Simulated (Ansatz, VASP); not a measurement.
## GaSb in VASP and in Ansatz

```
CELL_PARAMETERS angstrom
0.00000 3.00386 3.00386
3.00386 0.00000 3.00386
3.00386 3.00386 0.00000
ATOMIC_POSITIONS crystal
Ga 0.00000 0.00000 0.00000
Sb 0.25000 0.25000 0.25000
```

Change from the starting cell: volume scaled by 0.94, PAW files.

Alike in both runs: task single point; functional r2SCAN; k mesh 12 × 12 × 12; occupations fermi-dirac, width 0.05 eV; no spin polarisation.

```csv
,VASP,Ansatz
version,VASP 6.6.1,Ansatz 0.2.0
potentials or method,"VASP PAW PBE potentials, release 64 (Ga_d, Sb)","PAW with Ansatz's default frozen-core files, scalar-relativistic"
plane-wave cutoff (eV),520,500
valence electrons in the cell,18,28
```

|  | VASP | Ansatz | Ansatz less VASP |
| --- | --- | --- | --- |
| pressure (GPa) | 3.9 | 3.8 | -0.11 |

The two sets of potentials don't hold the same shells in valence.

Caveats: the PAW data sets were made with another functional, which shifts forces and pressure a little (VASP). A k mesh can miss the band edges.
